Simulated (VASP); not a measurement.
# AlAs (F-43m) in VASP: further runs

Runs on AlAs. Level: RPBE. Tasks: single point, relaxation of volume and atoms at fixed shape.

Everything below comes from runs of VASP 6.6.1. Logs are shortened: lines on timing, memory, paths and dates and some standing lists are left out, and cuts for length are marked.

**What was measured.**

A printed reference work, data compilation reports, for a bulk crystal of AlAs at 4 K: band gap 2.229 ± 0.001 eV (an exciton energy, a little under the gap).

How close the calculation comes is told below.

## Step 1: The cell of the first run

It takes space group F-43m (No. 216, cubic). Conventional cell: a = 5.773 Å, b = 5.773 Å, c = 5.773 Å, α = 90.00°, β = 90.00°, γ = 90.00°. Al (site symmetry -43m) has 4 As at 2.50 Å within 3.3 Å. Within 3.3 Å of As (site symmetry -43m) lie 4 Al at 2.50 Å.

## Step 2: Single point, RPBE

INCAR

```
PREC = Accurate
ENCUT = 500
EDIFF = 1E-6
ISMEAR = -1
SIGMA = 0.02
LREAL = F
LASPH = T
NELM = 120
ALGO = Normal
ISIF = 2
LWAVE = F
LCHARG = F
GGA = RP
NBANDS = 11
GGA_COMPAT = F
```

KPOINTS

```
regular mesh
0
Gamma
  5 5 5
```

POSCAR

```
AlAs
1.0
    0.0000000000      2.8866558057      2.8866558057
    2.8866558057      0.0000000000      2.8866558057
    2.8866558057      2.8866558057      0.0000000000
Al As
1 1
Direct
    0.0000000000      0.0000000000      0.0000000000
    0.7500000000      0.7500000000      0.7500000000
```

Potentials or basis: VASP PAW PBE potentials, release 64 (Al, As).

Started as:

```sh
$ cat potpaw_PBE.64/Al/POTCAR potpaw_PBE.64/As/POTCAR > POTCAR
$ mpirun -np 1 vasp_std > vasp.out
```

OUTCAR:

```text
PREC = Accurate
   ENCUT = 500
   EDIFF = 1E-6
   ISMEAR = -1
   LREAL = F
   LASPH = T
   NELM = 120
   ISIF = 2
   GGA = RP

 ion  position               nearest neighbor table
   1  0.000  0.000  0.000-   2 2.50   2 2.50   2 2.50   2 2.50
   2  0.750  0.750  0.750-   1 2.50   1 2.50   1 2.50   1 2.50

  LATTYP: Found a face centered cubic cell.
 ALAT       =     5.7733116114

  Lattice vectors:

 A1 = (   0.0000000000,   2.8866558057,   2.8866558057)
 A2 = (   2.8866558057,   0.0000000000,   2.8866558057)
 A3 = (   2.8866558057,   2.8866558057,   0.0000000000)

Analysis of symmetry for initial positions (statically):
=====================================================================
 Subroutine PRICEL returns:
 Original cell was already a primitive cell.

 Routine SETGRP: Setting up the symmetry group for a
 face centered cubic supercell.

 Subroutine GETGRP returns: Found 24 space group operations
 (whereof 24 operations were pure point group operations)
 out of a pool of 48 trial point group operations.

The static configuration has the point symmetry T_d .

Analysis of symmetry for dynamics (positions and initial velocities):
=====================================================================
 Subroutine PRICEL returns:
 Original cell was already a primitive cell.

 Routine SETGRP: Setting up the symmetry group for a
 face centered cubic supercell.

 Subroutine GETGRP returns: Found 24 space group operations
 (whereof 24 operations were pure point group operations)
 out of a pool of 48 trial point group operations.

The dynamic configuration has the point symmetry T_d .

 Subroutine INISYM returns: Found 24 space group operations
 (whereof 24 operations are pure point group operations),
 and found     1 'primitive' translations

----------------------------------------------------------------------------------------

                                     Primitive cell

  volume of cell :      48.1077

  direct lattice vectors                    reciprocal lattice vectors
     0.000000000  2.886655806  2.886655806    -0.173210813  0.173210813  0.173210813
     2.886655806  0.000000000  2.886655806     0.173210813 -0.173210813  0.173210813
     2.886655806  2.886655806  0.000000000     0.173210813  0.173210813 -0.173210813

  length of vectors
     4.082347790  4.082347790  4.082347790     0.300009929  0.300009929  0.300009929

  position of ions in fractional coordinates (direct lattice)
     0.000000000  0.000000000  0.000000000
     0.750000000  0.750000000  0.750000000

  ion indices of the primitive-cell ions
   primitive index   ion index
                 1           1
                 2           2

----------------------------------------------------------------------------------------

 KPOINTS: regular mesh

Automatic generation of k-mesh.
 Grid dimensions read from file:
 generate k-points for:    5    5    5

 Generating k-lattice:

  Cartesian coordinates                     Fractional coordinates (reciprocal lattice)
    -0.034642163  0.034642163  0.034642163     0.200000000  0.000000000  0.000000000
     0.034642163 -0.034642163  0.034642163     0.000000000  0.200000000  0.000000000
     0.034642163  0.034642163 -0.034642163     0.000000000  0.000000000  0.200000000

  Length of vectors
     0.060001986  0.060001986  0.060001986

  Shift w.r.t. Gamma in fractional coordinates (k-lattice)
     0.000000000  0.000000000  0.000000000

 Subroutine IBZKPT returns following result:
 ===========================================

 Found     10 irreducible k-points:

 Following reciprocal coordinates:
            Coordinates               Weight
  0.000000  0.000000  0.000000      1.000000
  0.200000  0.000000  0.000000      8.000000
  0.400000  0.000000  0.000000      8.000000
  0.200000  0.200000  0.000000      6.000000
  0.400000  0.200000  0.000000     24.000000
 -0.400000  0.200000  0.000000     24.000000
 -0.200000  0.200000  0.000000     12.000000
  0.400000  0.400000  0.000000      6.000000
 -0.400000  0.400000  0.000000     12.000000
 -0.400000  0.400000  0.200000     24.000000
   k-points           NKPTS =     10   k-points in BZ     NKDIM =     10   number of bands    NBANDS=     11
   number of dos      NEDOS =    301   number of ions     NIONS =      2
   total plane-waves  NPLWV =  27000
   dimension x,y,z NGX =    30 NGY =   30 NGZ =   30
   dimension x,y,z NGXF=    60 NGYF=   60 NGZF=   60
   ions per type =               1   1
   NGX,Y,Z   is equivalent  to a cutoff of  12.22, 12.22, 12.22 a.u.
   NGXF,Y,Z  is equivalent  to a cutoff of  24.43, 24.43, 24.43 a.u.
 SYSTEM =  unknown system
   PREC   = accura    normal or accurate (medium, high low for compatibility)
   ISTART =      0    job   : 0-new  1-cont  2-samecut
   ICHARG =      2    charge: 1-file 2-atom 10-const
   ISPIN  =      1    spin polarized calculation?
   LNONCOLLINEAR =      F non collinear calculations
   LSORBIT =      F    spin-orbit coupling
   LASPH  =      T    aspherical Exc in radial PAW
   ENCUT  =  500.0 eV  36.75 Ry    6.06 a.u.   7.44  7.44  7.44*2*pi/ulx,y,z
   NELM   =    120;   NELMIN=  2; NELMDL= -5     # of ELM steps
   EDIFF  = 0.1E-05   stopping-criterion for ELM
   LREAL  =      F    real-space projection
   EDIFFG = 0.1E-04   stopping-criterion for IOM
   NSW    =      0    number of steps for IOM
   IBRION =     -1    ionic relax: 0-MD 1-quasi-New 2-CG
   NFREE  =      0    steps in history (QN), initial steepest desc. (CG)
   ISIF   =      2    stress and relaxation
   ISYM   =      2    0-nonsym 1-usesym 2-fastsym
   POTIM  = 0.5000    time-step for ionic-motion
   TEBEG  =    0.0;   TEEND  =   0.0 temperature during run
   PSTRESS=    0.0 pullay stress
   NELECT =       8.0000    total number of electrons
   NUPDOWN=      -1.0000    fix difference up-down
   EMIN   =  10.00;   EMAX   =-10.00  energy-range for DOS
   EFERMI =   0.00;   METHOD = LEGACY
   ISMEAR =    -1;   SIGMA  =   0.02  broadening in eV -4-tet -1-fermi 0-gaus
   EFERMI_NEDOS =   21; number of points for ismear=-14 and -15
   IALGO  =     38    algorithm
   IMIX   =      4    mixing-type and parameters
     AMIX     =   0.40;   BMIX     =  1.00
     AMIX_MAG =   1.60;   BMIX_MAG =  1.00
  volume/ion in A,a.u.               =      24.05       162.32
  Fermi-wavevector in a.u.,A,eV,Ry     =   0.900257  1.701239 11.027013  0.810463
  Thomas-Fermi vector in A             =   2.023192
   LORBIT       =      0    0 simple, 1 ext, 2 COOP (PROOUT), +10 PAW based schemes
   GGA     = RP    functional components
   LHFCALC =     F    Hartree Fock is set to
   AEXX    =    0.0000 exact exchange contribution
   IVDW    =     0    specifies the selected vdW correction
   LEPSILON=     F    determine dielectric tensor
   LRPA    =     F    only Hartree local field effects (RPA)
 non-spin polarized calculation
  energy-cutoff  :      500.00
  volume of cell :       48.11
 maximum number of plane-waves:      1243
 NGX is ok and might be reduce to    30
   NGX = 15   NGY = 15   NGZ = 15

 number of electron       7.9999999 magnetization

 Free energy of the ion-electron system (eV)
  ---------------------------------------------------
  ext. energy  EPLUGINS =         0.00000000
  ---------------------------------------------------
  free energy    TOTEN  =        -8.79013413 eV

  energy without entropy =       -8.79013413  energy(sigma->0) =       -8.79013413

 E-fermi :   3.9616     XC(G=0):  -8.6739

 val. band max:        3.5028135122   @ k =   0.0000   0.0000   0.0000
 cond. band min:       5.2337198111   @ k =   0.0000   0.0000   0.0000
 fundamental gap:      1.7309062989
 Fermi energy:         3.9616216459

 k-point     1 :       0.0000    0.0000    0.0000
  band No.  band energies     occupation
      1      -8.0046      2.00000
      2       3.5028      2.00000
      3       3.5028      2.00000
      4       3.5028      2.00000
      5       5.2337      0.00000
      6       7.7087      0.00000
      7       7.7087      0.00000
      8       7.7087      0.00000
      9      12.2887      0.00000
     10      12.3675      0.00000
     11      12.3675      0.00000

 k-point     2 :       0.2000    0.0000    0.0000
  band No.  band energies     occupation
      1      -7.6533      2.00000
      2       0.9655      2.00000
      3       3.1726      2.00000
      4       3.1726      2.00000
      5       6.0760      0.00000
      6       8.2285      0.00000
      7       8.2285      0.00000
      8       8.9619      0.00000
      9      11.6124      0.00000
     10      11.6124      0.00000
     11      13.1085      0.00000

 k-point     3 :       0.4000    0.0000    0.0000
  band No.  band energies     occupation
      1      -6.8901      2.00000
      2      -1.4015      2.00000
      3       2.7762      2.00000
      4       2.7762      2.00000
      5       5.6012      0.00000
      6       8.2254      0.00000
      7       8.2254      0.00000
      8      11.2179      0.00000
      9      13.2964      0.00000
     10      13.2964      0.00000
     11      13.3146      0.00000

 k-point     4 :       0.2000    0.2000    0.0000
  band No.  band energies     occupation
      1      -7.5336      2.00000
      2       1.0430      2.00000
      3       2.5572      2.00000
      4       2.5572      2.00000
      5       6.5151      0.00000
      6       7.3404      0.00000
      7       9.4040      0.00000
      8       9.4040      0.00000
      9      10.3145      0.00000
     10      13.0434      0.00000
     11      14.5648      0.00000
[... 43 lines left out ...]
 k-point     8 :       0.4000    0.4000    0.0000
  band No.  band energies     occupation
      1      -6.4747      2.00000
      2      -1.2872      2.00000
      3       1.5953      2.00000
      4       1.5953      2.00000
      5       5.2991      0.00000
      6       6.1142      0.00000
      7      12.4275      0.00000
      8      12.4275      0.00000
      9      13.4314      0.00000
     10      15.0547      0.00000
     11      16.8171      0.00000

 k-point     9 :      -0.4000    0.4000    0.0000
  band No.  band energies     occupation
      1      -6.2229      2.00000
      2      -1.5443      2.00000
      3       0.5504      2.00000
      4       1.6896      2.00000
      5       5.6727      0.00000
      6       7.5871      0.00000
      7      11.9460      0.00000
      8      12.0064      0.00000
      9      12.5488      0.00000
     10      13.6256      0.00000
     11      17.2198      0.00000

 k-point    10 :      -0.4000    0.4000    0.2000
  band No.  band energies     occupation
      1      -6.3563      2.00000
      2      -1.3096      2.00000
      3       0.6048      2.00000
      4       1.4474      2.00000
      5       7.4288      0.00000
      6       8.2289      0.00000
      7       8.7255      0.00000
      8      11.7121      0.00000
      9      12.3983      0.00000
     10      13.9662      0.00000
     11      16.9693      0.00000

------------------------ aborting loop because EDIFF is reached ----------------------------------------

  FORCE on cell =-STRESS in cart. coord.  units (eV):
  Direction    XX          YY          ZZ          XY          YZ          ZX
  --------------------------------------------------------------------------------------
  -------------------------------------------------------------------------------------
  Total        0.0156494      0.0156494      0.0156494      0.0000000      0.0000000      0.0000000
  in kB        0.5211872      0.5211872      0.5211872      0.0000000      0.0000000      0.0000000
  external PRESSURE =       0.5211872 kB  Pullay stress =       0.0000000 kB

 VOLUME and BASIS-vectors are now :
 -----------------------------------------------------------------------------
  energy-cutoff  :      500.00
  volume of cell :       48.11
      direct lattice vectors                 reciprocal lattice vectors
     0.000000000  2.886655806  2.886655806    -0.173210813  0.173210813  0.173210813
     2.886655806  0.000000000  2.886655806     0.173210813 -0.173210813  0.173210813
     2.886655806  2.886655806  0.000000000     0.173210813  0.173210813 -0.173210813

 POSITION                                       TOTAL-FORCE (eV/Angst)
 -----------------------------------------------------------------------------------
      0.00000      0.00000      0.00000         0.000000      0.000000     -0.000000
      4.32998      4.32998      4.32998        -0.000000     -0.000000      0.000000
 -----------------------------------------------------------------------------------
    total drift:                               -0.000000     -0.000000     -0.000000

  FREE ENERGIE OF THE ION-ELECTRON SYSTEM (eV)
  ---------------------------------------------------
  free  energy   TOTEN  =        -8.7901341266 eV

  energy  without entropy=       -8.7901341266  energy(sigma->0) =       -8.79013413
```

It took 7.4 s on 1 thread of Intel Xeon Platinum 8259CL at 2.50GHz (Skylake/Cascade Lake), shared host; peak memory 0.16 GiB.

What came out:

| Item | Value |
| --- | --- |
| Free energy | -8.7901 eV |
| Pressure | 0.1 GPa |
| Band gap on the k mesh | 1.73 eV |

Caveat: the PAW data sets were made with another functional, which shifts forces and pressure a little; an odd mesh through Γ misses points on the zone boundary, where band edges can lie.

[end of part 1 of 2]
